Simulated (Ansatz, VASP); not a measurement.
One calculation of BeTe, two programs

```
CELL_PARAMETERS angstrom
0.00000 2.80286 2.80286
2.80286 0.00000 2.80286
2.80286 2.80286 0.00000
ATOMIC_POSITIONS crystal
Be 0.00000 0.00000 0.00000
Te 0.25000 0.25000 0.25000
```

Alike in both runs: task relaxation of cell and atoms; functional PBEsol; k mesh 8 × 8 × 8; no spin polarisation.

|  | VASP | Ansatz |
| --- | --- | --- |
| version | VASP 6.6.1 | Ansatz 0.2.0 |
| potentials or method | VASP PAW PBE potentials, release 64 (Be, Te) | scalar-relativistic, plane waves, PAW |
| plane-wave cutoff (eV) | 600 | 420 |
| occupations | gaussian, width 0.01 eV | fixed |
| valence electrons in the cell | 8 | 18 |

|  | VASP | Ansatz | Ansatz less VASP |
| --- | --- | --- | --- |
| gap on the k mesh at the Fermi level, each at its own relaxed structure (eV) | 1.83 | 1.84 | +0.008 |
| relaxed volume (Å³/atom) | 22.10 | 22.01 | -0.090 |
| relaxed cell length with the largest relative difference (Å) | 3.969 | 3.963 | -0.0054 |

The two sets of potentials don't hold the same shells in valence.

Caveats: the PAW data sets were made with another functional, which shifts forces and pressure a little (VASP); spin-orbit coupling is left out, which moves the levels of the heavy elements. A k mesh can miss the band edges. Zero-point motion and thermal expansion aren't in these numbers.
